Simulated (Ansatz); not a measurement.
CuAu:

```
CELL_PARAMETERS angstrom
2.81075 0.00000 0.00000
0.00000 2.81075 0.00000
0.00000 0.00000 3.68500
ATOMIC_POSITIONS crystal
Au 0.00000 0.00000 0.00000
Cu 0.50000 0.50000 0.50000
```

Base run:

```yaml
Program: Ansatz 0.2.0
Functional: RPBE
Potentials_or_basis: all-electron LAPW, scalar-relativistic
Cutoff: 272 eV
Density_cutoff: 1086 eV
Basis_error_allowed: 0.001 eV/atom
k_mesh: 9 × 9 × 7
Occupations: gaussian, width 0.05 eV
Spin: no spin polarisation
```

Its results: band gap on the k mesh none (metal or under the smearing width); pressure 8.9 GPa.

Question: The run is repeated on the same cell with these changes: functional from RPBE to PBE; occupations from gaussian, width 0.05 eV to gaussian, width 0.02 eV. What comes out?

Answer: Band gap on the k mesh none (metal or under the smearing width); pressure 4.5 GPa.

Not every run made on this cell is shown here.
